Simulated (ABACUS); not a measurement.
# Si (Fd-3m) in ABACUS: further runs, part 2 of 2

ABACUS 3.10.1. The steps go on from the part before.

**3. Equation of state, LDA, 18.95 Å³/atom (volume scaled by 0.94)**

The input, run_abacus.py:

```python
"""ABACUS run from a structure file: ASE reads it, the script writes STRU, KPT and INPUT."""
import re
import subprocess
import spglib
from ase import Atoms
from ase.io import read
from ase.units import Bohr

atoms = read("Si.cif")
cell, frac, numbers = spglib.standardize_cell((atoms.cell[:], atoms.get_scaled_positions(), atoms.numbers), to_primitive=True, symprec=1e-4)
atoms = Atoms(numbers=numbers, cell=cell, scaled_positions=frac, pbc=True)  # the primitive cell
atoms = atoms[(-atoms.numbers).argsort(kind="stable")]  # ABACUS lists atoms element by element
pseudo = {'Si': 'Si.upf'}
orbital = {}
magmoms = None
kmesh = [6, 6, 6]
params = {
    'suffix': 'Si',
    'calculation': 'scf',
    'basis_type': 'pw',
    'pseudo_dir': './',
    'symmetry': 1,
    'dft_functional': 'pz',
    'ecutwfc': 33,
    'pseudo_rcut': 10,
    'nspin': 1,
    'nbands': 8,
    'ks_solver': 'dav',
    'smearing_method': 'fd',
    'smearing_sigma': 0.00367493,
    'scf_thr': 1e-08,
    'scf_nmax': 100,
    'mixing_type': 'broyden',
    'mixing_beta': 0.7,
    'cal_force': 1,
    'cal_stress': 1,
    'kpar': 4,
}

symbols = atoms.get_chemical_symbols()
elements = list(dict.fromkeys(symbols))
lines = ["ATOMIC_SPECIES"] + [f"{e} {atoms.get_masses()[symbols.index(e)]:.4f} {pseudo[e]}" for e in elements]
if orbital:
    lines += ["", "NUMERICAL_ORBITAL"] + [orbital[e] for e in elements]
lines += ["", "LATTICE_CONSTANT", f"{1 / Bohr:.10f}", "", "LATTICE_VECTORS"]
lines += [" ".join(f"{x:.10f}" for x in v) for v in atoms.cell]
lines += ["", "ATOMIC_POSITIONS", "Direct"]
for e in elements:
    lines += ["", e, "0.0", str(symbols.count(e))]
    for i, p in enumerate(atoms.get_scaled_positions(wrap=False)):
        if symbols[i] == e:
            mag = "" if magmoms is None else " mag " + " ".join(str(x) for x in (magmoms[i] if isinstance(magmoms[i], list) else [magmoms[i]]))
            lines.append(" ".join(f"{x:.10f}" for x in p) + " 1 1 1" + mag)
open("STRU", "w").write("\n".join(lines) + "\n")
open("KPT", "w").write("K_POINTS\n0\nGamma\n%d %d %d 0 0 0\n" % tuple(kmesh))
open("INPUT", "w").write("INPUT_PARAMETERS\n" + "".join(f"{k:<20s}{v}\n" for k, v in params.items()))

done = subprocess.run(['mpirun', '-np', '4', 'abacus'])
if done.returncode:
    raise SystemExit(done.returncode)
log = open("OUT.Si/running_scf.log").read()
print("final energy (eV):", re.findall(r"FINAL_ETOT_IS (\S+)", log))
```

The input, Si.cif:

```cif
data_Si
_cell_length_a 5.33257522
_cell_length_b 5.33257522
_cell_length_c 5.33257522
_cell_angle_alpha 90.00000000
_cell_angle_beta 90.00000000
_cell_angle_gamma 90.00000000
_space_group_name_H-M_alt 'Fd-3m'
_space_group_name_Hall 'F 4d 2 3 -1d'
_space_group_IT_number 227
loop_
_space_group_symop_operation_xyz
'x,y,z'
'-y+1/4,x+1/4,z+1/4'
'-x,-y+1/2,z+1/2'
'y+3/4,-x+1/4,z+3/4'
'x,-y,-z'
'-y+1/4,-x+3/4,-z+3/4'
'-x,y+1/2,-z+1/2'
'y+3/4,x+3/4,-z+1/4'
'z,x,y'
'z+1/4,-y+1/4,x+1/4'
'z+1/2,-x,-y+1/2'
'z+3/4,y+3/4,-x+1/4'
'-z,x,-y'
'-z+3/4,-y+1/4,-x+3/4'
'-z+1/2,-x,y+1/2'
'-z+1/4,y+3/4,x+3/4'
'y,z,x'
'x+1/4,z+1/4,-y+1/4'
'-y+1/2,z+1/2,-x'
'-x+1/4,z+3/4,y+3/4'
'-y,-z,x'
'-x+3/4,-z+3/4,-y+1/4'
'y+1/2,-z+1/2,-x'
'x+3/4,-z+1/4,y+3/4'
'-x+1/4,-y+1/4,-z+1/4'
'y,-x,-z'
'x+1/4,y+3/4,-z+3/4'
'-y+1/2,x,-z+1/2'
'-x+1/4,y+1/4,z+1/4'
'y,x+1/2,z+1/2'
'x+1/4,-y+3/4,z+3/4'
'-y+1/2,-x+1/2,z'
'-z+1/4,-x+1/4,-y+1/4'
'-z,y,-x'
'-z+3/4,x+1/4,y+3/4'
'-z+1/2,-y+1/2,x'
'z+1/4,-x+1/4,y+1/4'
'z+1/2,y,x+1/2'
'z+3/4,x+1/4,-y+3/4'
'z,-y+1/2,-x+1/2'
'-y+1/4,-z+1/4,-x+1/4'
[... 89 lines left out ...]
'-z+1/4,x+1/4,y+1/4'
'-z,-y+1/2,x+1/2'
'z+3/4,-x+1/4,y+3/4'
'z,y,x'
'z+1/4,x+1/4,-y+1/4'
'z+1/2,-y+1/2,-x'
'-y+3/4,-z+1/4,-x+3/4'
'-x+1/2,-z,y+1/2'
'y+1/4,-z+3/4,x+3/4'
'x+1/2,-z+1/2,-y'
'y+3/4,z+1/4,-x+3/4'
'x,z+1/2,y+1/2'
'-y+1/4,z+3/4,x+3/4'
'-x,z,-y'
'x+1/2,y+1/2,z'
'-y+3/4,x+3/4,z+1/4'
'-x+1/2,-y,z+1/2'
'y+1/4,-x+3/4,z+3/4'
'x+1/2,-y+1/2,-z'
'-y+3/4,-x+1/4,-z+3/4'
'-x+1/2,y,-z+1/2'
'y+1/4,x+1/4,-z+1/4'
'z+1/2,x+1/2,y'
'z+3/4,-y+3/4,x+1/4'
'z,-x+1/2,-y+1/2'
'z+1/4,y+1/4,-x+1/4'
'-z+1/2,x+1/2,-y'
'-z+1/4,-y+3/4,-x+3/4'
'-z,-x+1/2,y+1/2'
'-z+3/4,y+1/4,x+3/4'
'y+1/2,z+1/2,x'
'x+3/4,z+3/4,-y+1/4'
'-y,z,-x'
'-x+3/4,z+1/4,y+3/4'
'-y+1/2,-z+1/2,x'
'-x+1/4,-z+1/4,-y+1/4'
'y,-z,-x'
'x+1/4,-z+3/4,y+3/4'
'-x+3/4,-y+3/4,-z+1/4'
'y+1/2,-x+1/2,-z'
'x+3/4,y+1/4,-z+3/4'
'-y,x+1/2,-z+1/2'
'-x+3/4,y+3/4,z+1/4'
'y+1/2,x,z+1/2'
'x+3/4,-y+1/4,z+3/4'
'-y,-x,z'
'-z+3/4,-x+3/4,-y+1/4'
'-z+1/2,y+1/2,-x'
'-z+1/4,x+3/4,y+3/4'
'-z,-y,x'
'z+3/4,-x+3/4,y+1/4'
'z,y+1/2,x+1/2'
'z+1/4,x+3/4,-y+3/4'
'z+1/2,-y,-x+1/2'
'-y+3/4,-z+3/4,-x+1/4'
'-x+1/2,-z+1/2,y'
'y+1/4,-z+1/4,x+1/4'
'x+1/2,-z,-y+1/2'
'y+3/4,z+3/4,-x+1/4'
'x,z,y'
'-y+1/4,z+1/4,x+1/4'
'-x,z+1/2,-y+1/2'
loop_
_atom_site_label
_atom_site_type_symbol
_atom_site_symmetry_multiplicity
_atom_site_Wyckoff_symbol
_atom_site_fract_x
_atom_site_fract_y
_atom_site_fract_z
_atom_site_occupancy
Si1 Si 8 a 0.5000000000 0.0000000000 0.5000000000 1
```

Potentials or basis: PseudoDojo NC SR 0.4.1 LDA stringent, plane waves.

Started as:

```sh
$ OMP_NUM_THREADS=1 python run_abacus.py > log
```

running log:

```text
ABACUS v3.10.1

               Atomic-orbital Based Ab-initio Computation at UStc

 ------------------------------------------------------------------------------------

 READING GENERAL INFORMATION
                           global_out_dir = OUT.Si/
                           global_in_card = INPUT
                               pseudo_dir = ./
                              orbital_dir =
                                    DSIZE = 4
                                    GSIZE = 1

 READING UNITCELL INFORMATION
                                    ntype = 1
                  lattice constant (Bohr) = 1.88973
              lattice constant (Angstrom) = 1

 READING ATOM TYPE 1
                               atom label = Si
                      L=0, number of zeta = 1
                      L=1, number of zeta = 1
                      L=2, number of zeta = 1
             number of atom for this type = 2

                        TOTAL ATOM NUMBER = 2
DIRECT COORDINATES
    atom                   x                   y                   z     mag                  vx                  vy                  vz
taud_Si1            0.0000000000        0.0000000000        0.0000000000  0.0000        0.0000000000        0.0000000000        0.0000000000
taud_Si2            0.2500000000        0.2500000000        0.2500000000  0.0000        0.0000000000        0.0000000000        0.0000000000

                          Volume (Bohr^3) = 255.828
                             Volume (A^3) = 37.9097

 Lattice vectors: (Cartesian coordinate: in unit of a_0)
                   +0            +2.66629            +2.66629
             +2.66629                  +0            +2.66629
             +2.66629            +2.66629                  +0
 Reciprocal vectors: (Cartesian coordinate: in unit of 2 pi/a_0)
            -0.187527           +0.187527           +0.187527
            +0.187527           -0.187527           +0.187527
            +0.187527           +0.187527           -0.187527
 The esolver type has been set to : ksdft_pw

                PAO radial cut off (Bohr) = 10

 Read in pseudopotential file is Si.upf
                     pseudopotential type = NC
          exchange-correlation functional = SLAPWNOGXNOGC
                 nonlocal core correction = 1
                        valence electrons = 4
                                     lmax = 2
                           number of zeta = 2
                     number of projectors = 6
                           L of projector = 0
                           L of projector = 0
                           L of projector = 1
                           L of projector = 1
                           L of projector = 2
                           L of projector = 2
 XC functional updated to : pz
          exchange-correlation functional = PZ
     initial pseudo atomic orbital number = 8

 SETUP THE ELECTRONS NUMBER
            electron number of element Si = 4
      total electron number of element Si = 8
            AUTOSET number of electrons:  = 8
                           occupied bands = 4
                                   NBANDS = 8
                                   NLOCAL = 18

 SETUP THE PLANE WAVE BASIS
 energy cutoff for charge/potential (unit:Ry) = 132
            fft grid for charge/potential = [ 27, 27, 27 ]
                        fft grid division = [ 1, 1, 1 ]
[... 116 lines left out ...]
        1            139           1067
 --------------- sum -------------------
        1            139           1067

 SETUP NONLOCAL PSEUDOPOTENTIALS IN PLANE WAVE BASIS
 Si non-local projectors:
 projector 1 L=0
 projector 2 L=0
 projector 3 L=1
 projector 4 L=1
 projector 5 L=2
 projector 6 L=2
      TOTAL NUMBER OF NONLOCAL PROJECTORS = 36

 Init Non-Local PseudoPotential table :
 Init Non-Local-Pseudopotential done.

                                     npwx = 869

 Make real space PAO into reciprocal space.
       max mesh points in Pseudopotential = 1001
     dq(describe PAO in reciprocal space) = 0.01
                                    max q = 694

 number of pseudo atomic orbitals for Si is 2
WARNING: norm of atomic wavefunction # 2 of atomic type Si is 0.999862, renormalized

 -------------------------------------------
 SELF-CONSISTENT
 -------------------------------------------
                                 init_chg = atomic

 PW ALGORITHM --------------- ION=   1  ELEC=   1--------------------------------
 Notice: Threshold on eigenvalues was too large.
 hsover_error=0.08 > DRHO=0.0667758
 Origin diag ethr = 0.01
 New diag ethr = 0.000834698

 Density error is 0.0659968938189
                          Error Threshold = 0.000834697841932
----------------------------------------------------------
     Energy           Rydberg                 eV
----------------------------------------------------------
 E_KohnSham     -17.0507328585       -231.9871219516
 E_Harris       -16.8180854410       -228.8217914483
 E_Fermi        0.4753271497         6.4671576495
----------------------------------------------------------
[... 51 lines left out ...]
 Density error is 1.59780160102e-09
                          Error Threshold = 7.08082729179e-10
----------------------------------------------------------
     Energy           Rydberg                 eV
----------------------------------------------------------
 E_KohnSham     -17.0526553194       -232.0132783735
 E_KS(sigma->0) -17.0526488330       -232.0131901217
 E_Harris       -17.0526181440       -232.0127725761
 E_band         0.8160955449         11.1035495230
 E_one_elec     5.2681230238         71.6764908886
 E_Hartree      1.0530347028         14.3272721494
 E_xc           -6.2679439396        -85.2797523231
 E_Ewald        -17.1058561336       -232.7371125846
 E_entropy(-TS) -0.0000129728        -0.0001765037
 E_descf        0.0000000000         0.0000000000
 E_exx          0.0000000000         0.0000000000
 E_Fermi        0.5033358961         6.8482361944
----------------------------------------------------------

 charge density convergence is achieved
 final etot is -232.01327837 eV
 EFERMI = 6.8482361944 eV

 STATE ENERGY(eV) AND OCCUPATIONS    NSPIN == 1
 1/4 kpoint (Cartesian) = 0.0000 0.0000 0.0000 (869 pws)
       1       -5.72528     0.00925926
       2        6.61955     0.00916469
       3        6.61955     0.00916469
       4        6.61955     0.00916469
       5        9.17246    6.00649e-23
       6        9.17246    6.00649e-23
       7        9.17246    6.00649e-23
       8        10.4206    8.65190e-34
[... 21 lines left out ...]
 4/4 kpoint (Cartesian) = 0.093763 0.093763 0.093763 (832 pws)
       1       -3.24861      0.0370370
       2      -0.638235      0.0370370
       3        5.37522      0.0370370
       4        5.37522      0.0370370
       5        8.23605    3.26776e-14
       6        9.89965    1.15979e-28
       7        9.89965    1.15979e-28
       8        14.2251    3.11632e-66

------------------------------------------------------------------------------------------
 TOTAL-FORCE (eV/Angstrom)
------------------------------------------------------------------------------------------
                       Si1         0.0000000000         0.0000000000         0.0000000000
                       Si2         0.0000000000         0.0000000000         0.0000000000
------------------------------------------------------------------------------------------

----------------------------------------------------------------
 TOTAL-STRESS (KBAR)
----------------------------------------------------------------
        36.7725224331        -0.0000000000         0.0000000000
        -0.0000000000        36.7725224331         0.0000000000
        -0.0000000000         0.0000000000        36.7725224331
----------------------------------------------------------------
 TOTAL-PRESSURE: 36.772522 KBAR

 --------------------------------------------
 !FINAL_ETOT_IS -232.0132783735234341 eV
 --------------------------------------------
```

It took 1.2 s on 4 MPI ranks of Intel Xeon 6975P-C (Granite Rapids), shared host; peak memory 0.36 GiB.

Results:

```
Free energy            : -232.0133 eV
Pressure               : 3.7 GPa
Band gap on the k mesh : 0.51 eV, indirect (least direct gap 2.55 eV)
```

**4. Equation of state, LDA, 19.36 Å³/atom (volume scaled by 0.96)**

run_abacus.py is that of step 3.

Changes to Si.cif since step 3:

```diff
@@ -1,5 +1,5 @@
 data_Si
-_cell_length_a 5.33257522
-_cell_length_b 5.33257522
-_cell_length_c 5.33257522
+_cell_length_a 5.37012981
+_cell_length_b 5.37012981
+_cell_length_c 5.37012981
 _cell_angle_alpha 90.00000000
```

Started as:

```sh
$ OMP_NUM_THREADS=1 python run_abacus.py > log
```

Run time: 1.1 s. Hardware: 4 MPI ranks of Intel Xeon 6975P-C (Granite Rapids), shared host; peak memory 0.36 GiB.

The run converged. Its results:

| Quantity | Value |
| --- | --- |
| Free energy | -232.0262 eV |
| Pressure | 1.4 GPa |
| Band gap on the k mesh | 0.55 eV, indirect (least direct gap 2.54 eV) |

**5. Equation of state, LDA, 19.76 Å³/atom (volume scaled by 0.98)**

run_abacus.py is that of step 4.

Changes to Si.cif since step 4:

```diff
@@ -1,5 +1,5 @@
 data_Si
-_cell_length_a 5.37012981
-_cell_length_b 5.37012981
-_cell_length_c 5.37012981
+_cell_length_a 5.40716636
+_cell_length_b 5.40716636
+_cell_length_c 5.40716636
 _cell_angle_alpha 90.00000000
```

Started as:

```sh
$ OMP_NUM_THREADS=1 python run_abacus.py > log
```

It took 1 s on 4 MPI ranks of Intel Xeon 6975P-C (Granite Rapids), shared host; peak memory 0.36 GiB.

Results (log left out):

| Property | Result |
| --- | --- |
| Free energy | -232.0283 eV |
| Pressure | -0.6 GPa |
| Band gap on the k mesh | 0.59 eV, indirect (least direct gap 2.54 eV) |

**6. Equation of state, LDA, 20.16 Å³/atom**

run_abacus.py is that of step 5.

Changes to Si.cif since step 5:

```diff
@@ -1,5 +1,5 @@
 data_Si
-_cell_length_a 5.40716636
-_cell_length_b 5.40716636
-_cell_length_c 5.40716636
+_cell_length_a 5.44370237
+_cell_length_b 5.44370237
+_cell_length_c 5.44370237
 _cell_angle_alpha 90.00000000
```

Potentials or basis: PseudoDojo NC SR 0.4.1 LDA stringent, plane waves.

Started as:

```sh
$ OMP_NUM_THREADS=1 python run_abacus.py > log
```

It took 1.1 s on 4 MPI ranks of Intel Xeon 6975P-C (Granite Rapids), shared host; peak memory 0.36 GiB.

Results (log left out):

```
Free energy            : -232.0207 eV
Pressure               : -2.4 GPa
Band gap on the k mesh : 0.62 eV, indirect (least direct gap 2.53 eV)
```

**7. Equation of state, LDA, 20.57 Å³/atom (volume scaled by 1.02)**

run_abacus.py is that of step 6.

Changes to Si.cif since step 6:

```diff
@@ -1,5 +1,5 @@
 data_Si
-_cell_length_a 5.44370237
-_cell_length_b 5.44370237
-_cell_length_c 5.44370237
+_cell_length_a 5.47975443
+_cell_length_b 5.47975443
+_cell_length_c 5.47975443
 _cell_angle_alpha 90.00000000
```

Started as:

```sh
$ OMP_NUM_THREADS=1 python run_abacus.py > log
```

Wall time 1.1 s (4 MPI ranks of Intel Xeon 6975P-C (Granite Rapids), shared host); peak memory 0.36 GiB.

Results (log left out):

```
Free energy            : -232.0045 eV
Pressure               : -4.0 GPa
Band gap on the k mesh : 0.66 eV, indirect (least direct gap 2.49 eV)
```

**8. Equation of state, LDA, 20.97 Å³/atom (volume scaled by 1.04)**

run_abacus.py is that of step 7.

Changes to Si.cif since step 7:

```diff
@@ -1,5 +1,5 @@
 data_Si
-_cell_length_a 5.47975443
-_cell_length_b 5.47975443
-_cell_length_c 5.47975443
+_cell_length_a 5.51533825
+_cell_length_b 5.51533825
+_cell_length_c 5.51533825
 _cell_angle_alpha 90.00000000
```

Started as:

```sh
$ OMP_NUM_THREADS=1 python run_abacus.py > log
```

Run time: 1.4 s. Hardware: 4 MPI ranks of Intel Xeon 6975P-C (Granite Rapids), shared host; peak memory 0.36 GiB.

The run converged. Its results:

```
Free energy            : -231.9805 eV
Pressure               : -5.5 GPa
Band gap on the k mesh : 0.69 eV, indirect (least direct gap 2.41 eV)
```

**9. Equation of state, LDA, 21.37 Å³/atom (volume scaled by 1.06)**

run_abacus.py is that of step 8.

Changes to Si.cif since step 8:

```diff
@@ -1,5 +1,5 @@
 data_Si
-_cell_length_a 5.51533825
-_cell_length_b 5.51533825
-_cell_length_c 5.51533825
+_cell_length_a 5.55046874
+_cell_length_b 5.55046874
+_cell_length_c 5.55046874
 _cell_angle_alpha 90.00000000
```

Potentials or basis: PseudoDojo NC SR 0.4.1 LDA stringent, plane waves.

Started as:

```sh
$ OMP_NUM_THREADS=1 python run_abacus.py > log
```

Run time: 1.3 s. Hardware: 4 MPI ranks of Intel Xeon 6975P-C (Granite Rapids), shared host; peak memory 0.36 GiB.

Results (log left out):

```
Free energy            : -231.9495 eV
Pressure               : -6.8 GPa
Band gap on the k mesh : 0.72 eV, indirect (least direct gap 2.32 eV)
```

**10. Equation of state, LDA**

No new run: the results of the series are fitted here.

Results:

```yaml
Equilibrium_volume: 19.64 Å³/atom
Bulk_modulus: 96 GPa
Pressure_derivative_of_the_bulk_modulus: 4.3
```

Energy against volume, from the lowest point:
| volume (Å³/atom) | energy (meV/atom) |
| --- | --- |
| 18.955 | 7.49 |
| 19.358 | 1.05 |
| 19.761 | 0.00 |
| 20.165 | 3.78 |
| 20.568 | 11.89 |
| 20.971 | 23.89 |
| 21.375 | 39.38 |
